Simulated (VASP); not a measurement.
MoSe2:

```
CELL_PARAMETERS angstrom
3.30038 0.00000 0.00000
-1.65019 2.85821 0.00000
0.00000 0.00000 12.80929
ATOMIC_POSITIONS crystal
Mo 0.33333 0.66667 0.25000
Mo 0.66667 0.33333 0.75000
Se 0.33333 0.66667 0.61833
Se 0.66667 0.33333 0.11833
Se 0.33333 0.66667 0.88167
Se 0.66667 0.33333 0.38167
```

The cell isn't the ideal one: a relaxed cell with its volume scaled by 1.02.

```yaml
Program: VASP 6.6.1
Task: relaxation of shape and atoms at fixed volume
Functional: PBE
Dispersion: D3(BJ)
Potentials_or_basis: VASP PAW PBE potentials, release 64 (Mo_sv, Se)
Cutoff: 600 eV
k_mesh: 9 × 9 × 2
Occupations: gaussian, width 0.03 eV
Spin: no spin polarisation
```

At the start: pressure -2.5 GPa; volume 20.14 Å³/atom.

Task: Where does the relaxation end?

Result: Over 5 steps the energy falls by 2.1 meV/atom; space group P6_3/mmc (No. 194, to 0.05 Å).

The path:
```csv
step,energy change (eV),largest force (eV/Å),pressure (GPa)
1,0.0000,0.2863,-2.51
2,-0.0083,0.0268,-1.41
3,-0.0083,0.0282,-1.41
4,-0.0114,0.0135,-1.14
5,-0.0127,0.0027,-0.82
```

Final structure:
```
Mo Se
1.0
     3.28873    0.00000    0.00000
    -1.64437    2.84812    0.00000
     0.00000    0.00000   12.90017
Mo Se
2 4
Direct
  0.33333 0.66667 0.25000
  0.66667 0.33333 0.75000
  0.33333 0.66667 0.62021
  0.66667 0.33333 0.12021
  0.33333 0.66667 0.87979
  0.66667 0.33333 0.37979
```
